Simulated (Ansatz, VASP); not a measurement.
# CaO: VASP beside Ansatz

```xyz
8
Lattice="1.6745 -2.9019 -0.0015 -5.0277 -2.9043 -0.0138 -0.0099 1.9259 -5.8236" Properties=species:S:1:pos:R:3 pbc="T T T"
Ca   -3.3508   -1.9354   -1.4462
Ca    0.0003   -1.9342   -1.4397
Ca   -3.3640   -1.9468   -4.4101
Ca   -0.0132   -1.9453   -4.4036
O    -1.6789   -2.9051   -0.0280
O    -0.0022   -0.0023   -0.0201
O    -3.3548   -3.8730   -2.8942
O    -1.6781   -0.9702   -2.8871
```

Change from the starting cell: cell x2, atoms moved at random (sigma 0.05 Å) and cell strained at random (1.5 %), then relaxed without symmetry.

Alike in both runs: functional PBE; k mesh 4 × 2 × 4; occupations gaussian, width 0.1 eV; no spin polarisation.

Ansatz relaxed the structure, and its values are those at the end. VASP's run is a single point on that final structure, the one shown.

```csv
,VASP,Ansatz
version,VASP 6.6.1,Ansatz 0.2.0
potentials or method,"VASP PAW PBE potentials, release 64 (Ca_sv, O)","scalar-relativistic, plane waves, PAW"
plane-wave cutoff (eV),520,420
valence electrons in the cell,64,64
```

```tsv
	VASP	Ansatz	Ansatz less VASP
gap on the k mesh at the Fermi level (eV)	3.69	3.70	+0.014
least direct gap on the mesh (eV)	3.88	3.89	+0.013
pressure (GPa)	0.4	-0.1	-0.53
rms of the force components (eV/Å)	0.008	0.005	-0.0023
```

Caveats: the k mesh is coarse (spacing up to 0.55 Å⁻¹), so the values aren't converged. A k mesh can miss the band edges.
